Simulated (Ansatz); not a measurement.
# Te2Mo in Ansatz: relaxation of cell and atoms with PBE

Aim: the relaxation of cell and atoms of Te2Mo with PBE.

Everything below comes from runs of Ansatz 0.2.0. Logs are shortened: lines on timing, memory, paths and dates and some standing lists are left out, and cuts for length are marked.

### Step 1. The slab as given

The cell holds a slab with vacuum, 12 atoms: a = 3.561 Å, b = 3.561 Å, c = 38.990 Å, α = 90.00°, β = 90.00°, γ = 120.00°.

### Step 2. Relaxation of cell and atoms, PBE

input.yaml reads:

```yaml
crystal:
  lattice:
    - [3.5613831954, 0.0, 0.0]
    - [-1.7806915977, 3.0842483198, 0.0]
    - [0.0, 0.0, 38.99026814]
  atoms:
    - { symbol: Te, position: [0.3333333333, 0.6666666667, 0.32822317] }
    - { symbol: Te, position: [0.3333333333, 0.6666666667, 0.95181809] }
    - { symbol: Te, position: [0.6666666667, 0.3333333333, 0.14008092] }
    - { symbol: Te, position: [0.6666666667, 0.3333333333, 0.76363067] }
    - { symbol: Te, position: [0.6666666667, 0.3333333333, 0.04818191] }
    - { symbol: Te, position: [0.6666666667, 0.3333333333, 0.67177683] }
    - { symbol: Te, position: [0.3333333333, 0.6666666667, 0.23636933] }
    - { symbol: Te, position: [0.3333333333, 0.6666666667, 0.85991908] }
    - { symbol: Mo, position: [0.6666666667, 0.3333333333, 0.282338] }
    - { symbol: Mo, position: [0.6666666667, 0.3333333333, 0.90585884] }
    - { symbol: Mo, position: [0.3333333333, 0.6666666667, 0.09414116] }
    - { symbol: Mo, position: [0.3333333333, 0.6666666667, 0.717662] }
hamiltonian:
  xc: pbe
  pseudopotentials: { kind: paw }
kpoints:
  mp_grid: { grid: [9, 9, 1] }
scf:
  occupations: { method: fermi_dirac, width: 0.05 }
output:
  forces: true
  stress: true
  eigenvalues: true
  write_density: true
  write_potential: true
  elf: true
  volumetric_format: npy
relax:
  f_tol: 0.01
  max_steps: 40
  cell: { stress_tol: 0.05 }
```

Potentials or basis: Ansatz PAW.

Started as:

```sh
$ ansatz run input.yaml --threads 4 --pin off --max-ram 11264MiB --backend cpu --events-out ev --progress --plain --runs-dir out
```

What it wrote:

```text
Warning: RAYON_NUM_THREADS=4 ignored (pool sized by the plan → 4); use --threads N
Engine: ansatz 0.2.0, aarch64-unknown-linux-gnu
Pseudopotentials: kind: paw
Pseudopotential: Te, paw, valence charge 16, recommended cutoff 420 eV (normal), Te.paw.azcp
Pseudopotential: Mo, paw, valence charge 14, recommended cutoff 420 eV (normal), Mo.paw.azcp
[... 180 lines left out ...]
  k-point 1: bands = ["-53.8091", "-53.8091", "-53.8078", "-53.8078", "-29.6315", "-29.6315", "-29.6302", "-29.6302", "-29.6283", "-29.6283", "-29.6269", "-29.6269", "-29.6241", "-29.6241", "-29.6203", "-29.6203", "-29.6203", "-29.6203", "-29.6166", "-29.6166", "-29.5663", "-29.5662", "-29.5658", "-29.5657", "-29.5624", "-29.5624", "-29.5620", "-29.5620", "-29.5579", "-29.5578", "-29.5551", "-29.5550", "-29.5528", "-29.5528", "-29.5502", "-29.5502", "-29.5410", "-29.5408", "-29.5369", "-29.5369", "-29.5321", "-29.5320", "-29.5264", "-29.5264", "-27.9447", "-27.9447", "-27.9433", "-27.9433", "-27.8417", "-27.8417", "-27.8403", "-27.8403", "-27.8297", "-27.8297", "-27.8283", "-27.8283", "-5.5265", "-5.5026", "-5.4737", "-5.4504", "-4.6697", "-4.6288", "-4.5836", "-4.5494", "1.8937", "2.0301", "2.2079", "2.3639", "4.4588", "4.7123", "4.8706", "4.8749", "4.8779", "4.8808", "5.0023", "5.1998", "5.3758", "5.3780", "5.3803", "5.3818", "5.7906", "5.7943", "5.7982", "5.8009", "5.9876", "6.0172", "6.0858", "6.2619", "6.2993", "6.5568", "6.6304", "6.6710", "9.3216", "9.3260", "9.3303", "9.3365", "9.3390", "9.3899", "9.4295", "9.4559", "9.8035", "9.8264", "9.8557", "9.8812", "10.0215", "10.0454", "10.0675", "10.0820", "11.3369", "11.5530", "12.5949"]
  k-point 2: bands = ["-53.8068", "-53.8068", "-53.8054", "-53.8054", "-29.6290", "-29.6290", "-29.6286", "-29.6286", "-29.6268", "-29.6268", "-29.6238", "-29.6238", "-29.6238", "-29.6238", "-29.6205", "-29.6205", "-29.6148", "-29.6148", "-29.6111", "-29.6111", "-29.5687", "-29.5686", "-29.5667", "-29.5667", "-29.5648", "-29.5647", "-29.5647", "-29.5647", "-29.5639", "-29.5639", "-29.5588", "-29.5588", "-29.5557", "-29.5556", "-29.5508", "-29.5508", "-29.5387", "-29.5386", "-29.5346", "-29.5346", "-29.5291", "-29.5289", "-29.5234", "-29.5234", "-27.9264", "-27.9264", "-27.9250", "-27.9250", "-27.8787", "-27.8787", "-27.8774", "-27.8774", "-27.8365", "-27.8365", "-27.8351", "-27.8351", "-5.0606", "-5.0377", "-5.0102", "-4.9878", "-4.3407", "-4.3042", "-4.2642", "-4.2343", "2.3616", "2.4862", "2.6504", "2.7966", "3.9399", "3.9459", "3.9572", "3.9839", "4.0316", "4.1660", "4.2860", "4.3573", "5.3261", "5.3315", "5.3374", "5.3418", "5.6458", "5.7347", "5.7397", "5.7451", "5.7458", "5.7490", "5.8977", "6.0668", "6.1486", "6.2443", "6.2746", "6.2865", "8.3476", "8.4317", "8.5438", "8.6561", "8.9104", "9.0162", "9.1300", "9.1472", "9.1563", "9.1876", "9.2124", "9.2599", "10.2348", "10.2726", "10.3145", "10.3458", "11.8764", "12.0658", "12.8650"]
  k-point 11: bands = ["-53.8012", "-53.8012", "-53.7999", "-53.7999", "-29.6351", "-29.6351", "-29.6316", "-29.6316", "-29.6160", "-29.6160", "-29.6129", "-29.6129", "-29.6119", "-29.6119", "-29.6114", "-29.6114", "-29.6083", "-29.6083", "-29.6075", "-29.6075", "-29.5836", "-29.5835", "-29.5795", "-29.5795", "-29.5730", "-29.5730", "-29.5691", "-29.5691", "-29.5600", "-29.5600", "-29.5600", "-29.5599", "-29.5553", "-29.5553", "-29.5552", "-29.5552", "-29.5355", "-29.5355", "-29.5313", "-29.5313", "-29.5222", "-29.5222", "-29.5167", "-29.5167", "-27.9295", "-27.9295", "-27.9282", "-27.9282", "-27.8905", "-27.8905", "-27.8891", "-27.8891", "-27.8832", "-27.8832", "-27.8817", "-27.8817", "-3.4394", "-3.4394", "-3.4363", "-3.4363", "-3.2127", "-3.2127", "-3.2089", "-3.2089", "2.4117", "2.4314", "2.4552", "2.4745", "2.5665", "2.5665", "2.5733", "2.5733", "3.0917", "3.1216", "3.1547", "3.1796", "3.8325", "3.8325", "3.9134", "3.9134", "4.0119", "4.0119", "4.0934", "4.0934", "5.1480", "5.1480", "5.1629", "5.1629", "6.8403", "6.8637", "6.8922", "6.9151", "7.9567", "7.9567", "7.9583", "7.9583", "8.5569", "8.6741", "8.8178", "8.9361", "9.3411", "9.3411", "9.3622", "9.3622", "10.7502", "10.7502", "10.8309", "10.8309", "11.5545", "11.7896", "12.0585"]
--- Relaxed structure (6 steps of the walk, 5 accepted, 1 SCFs on fresh bases) ---
  F+E_penalty+E_count = -75666.95438107 eV   max|allowed force component| = 9.512e-4 eV/Å   (the final SCF, on the basis selected at the relaxed cell)
  cell:  # Å, volume = 438.1094 Å³
    - [3.556152415008556, 1.3345940713178711e-33, 6.4586118404366086e-18]
    - [-1.778076207504278, 3.079718331126791, -3.2293059202183024e-18]
    - [7.070932658894546e-17, 4.0346912778994615e-32, 40.00287457390679]
  atoms:
    - { symbol: Te, position: [0.3333333333333333, 0.6666666666666666, 0.3322686378222227] }
    - { symbol: Te, position: [0.3333333333333333, 0.6666666666666666, 0.9495703980905911] }
    - { symbol: Te, position: [0.6666666666666665, 0.3333333333333333, 0.14083589094573715] }
    - { symbol: Te, position: [0.6666666666666665, 0.3333333333333333, 0.7581174408913655] }
    - { symbol: Te, position: [0.6666666666666665, 0.3333333333333333, 0.05042960190940866] }
    - { symbol: Te, position: [0.6666666666666665, 0.3333333333333333, 0.6677313621777773] }
    - { symbol: Te, position: [0.3333333333333333, 0.6666666666666666, 0.2418825591086344] }
    - { symbol: Te, position: [0.3333333333333333, 0.6666666666666666, 0.8591641090542627] }
    - { symbol: Mo, position: [0.6666666666666665, 0.3333333333333333, 0.2870905805186643] }
    - { symbol: Mo, position: [0.6666666666666665, 0.3333333333333333, 0.9043668337199605] }
    - { symbol: Mo, position: [0.3333333333333333, 0.6666666666666666, 0.09563316628003939] }
    - { symbol: Mo, position: [0.3333333333333333, 0.6666666666666666, 0.7129094194813357] }
```

rho_z.tsv:

```text
# z_ang	rho[e/angstrom^3]
# format = ansatz-planar-average/11
# lattice	3.556152415	0.000000000	0.000000000
# lattice	-1.778076208	3.079718331	-0.000000000
# lattice	0.000000000	0.000000000	40.002874574
# sites	12
# site	52	0.000000000	2.053145554	13.291700644
# site	52	0.000000000	2.053145554	37.985545534
# site	52	1.778076208	1.026572777	5.633840481
# site	52	1.778076208	1.026572777	30.326876900
# site	52	1.778076208	1.026572777	2.017329040
# site	52	1.778076208	1.026572777	26.711173930
# site	52	0.000000000	2.053145554	9.675997674
# site	52	0.000000000	2.053145554	34.369034093
# site	42	1.778076208	1.026572777	11.484448484
# site	42	1.778076208	1.026572777	36.177273018
# site	42	0.000000000	2.053145554	3.825601556
# site	42	0.000000000	2.053145554	28.518426090
0.000000	2.102248e-2
0.148159	2.280130e-2
0.296318	2.822851e-2
0.444476	3.828862e-2
0.592635	5.411562e-2
0.740794	7.770846e-2
[... 262 lines left out ...]
39.706557	2.822851e-2
39.854716	2.280130e-2
```

v_z.tsv:

```text
# z_ang	v_es[eV]	v_tot_of_output_density[eV]	v_es_of_output_density[eV]
# format = ansatz-planar-average/11
# xc	pbe
# density_cutoff_ev	1680
# datasets	Te=:simpson_from_first_knot:soft	Mo=:simpson_from_first_knot:soft
# lattice	3.556152415	0.000000000	0.000000000
# lattice	-1.778076208	3.079718331	-0.000000000
# lattice	0.000000000	0.000000000	40.002874574
# sites	12
# site	52	0.000000000	2.053145554	13.291700644
# site	52	0.000000000	2.053145554	37.985545534
# site	52	1.778076208	1.026572777	5.633840481
# site	52	1.778076208	1.026572777	30.326876900
# site	52	1.778076208	1.026572777	2.017329040
# site	52	1.778076208	1.026572777	26.711173930
# site	52	0.000000000	2.053145554	9.675997674
# site	52	0.000000000	2.053145554	34.369034093
# site	42	1.778076208	1.026572777	11.484448484
# site	42	1.778076208	1.026572777	36.177273018
# site	42	0.000000000	2.053145554	3.825601556
# site	42	0.000000000	2.053145554	28.518426090
0.000000	1.135156e1	7.130740e0	1.135158e1
0.148159	1.130715e1	6.974822e0	1.130717e1
0.296318	1.117516e1	6.521562e0	1.117518e1
0.444476	1.092524e1	5.818375e0	1.092526e1
0.592635	1.052563e1	4.828098e0	1.052565e1
0.740794	9.904840e0	3.491593e0	9.904859e0
[... 262 lines left out ...]
39.706557	1.117516e1	6.521562e0	1.117518e1
39.854716	1.130715e1	6.974822e0	1.130717e1
```

Wall time 90 s (4 threads of Arm Neoverse V2, shared host); peak memory 1.5 GiB.

What came out:

- Free energy: -75666.9544 eV
- Relaxed volume: 36.51 Å³/atom
- Relaxed cell: a = 3.556 Å, b = 3.556 Å, c = 40.003 Å, α = 90.00°, β = 90.00°, γ = 120.00°
- Space group after relaxing (to 0.05 Å): P-3m1 (No. 164)
- Energy gained by relaxing: 1.8 meV/atom
- Ionic steps: 6
- Band gap on the k mesh: 1.04 eV, direct

Step by step:
```
step  energy change (eV)  largest force (eV/Å)  volume (Å³)
   1              0.0000                0.2172       428.28
   2             -0.0172                0.0238       431.73
   3             -0.0194                0.0184       433.70
   4             -0.0205                0.0010       437.02
   5             -0.0205                0.0010       438.11
   6             -0.0218                0.0010       438.11
```

Final structure:
```
CELL_PARAMETERS angstrom
3.55615 0.00000 0.00000
-1.77808 3.07972 0.00000
0.00000 0.00000 40.00287
ATOMIC_POSITIONS crystal
Te 0.33333 0.66667 0.33227
Te 0.33333 0.66667 0.94957
Te 0.66667 0.33333 0.14084
Te 0.66667 0.33333 0.75812
Te 0.66667 0.33333 0.05043
Te 0.66667 0.33333 0.66773
Te 0.33333 0.66667 0.24188
Te 0.33333 0.66667 0.85916
Mo 0.66667 0.33333 0.28709
Mo 0.66667 0.33333 0.90437
Mo 0.33333 0.66667 0.09563
Mo 0.33333 0.66667 0.71291
```

Caveat: odd divisions of the mesh miss points on the zone boundary, where band edges often lie, so the gap on the mesh can be too wide; the plane-wave basis is chosen anew once the cell has moved, so the energies of steps on either side of that aren't comparable; spin-orbit coupling is left out, which moves the levels of the heavy elements. As with any semilocal functional, this PBE gap is likely too small.
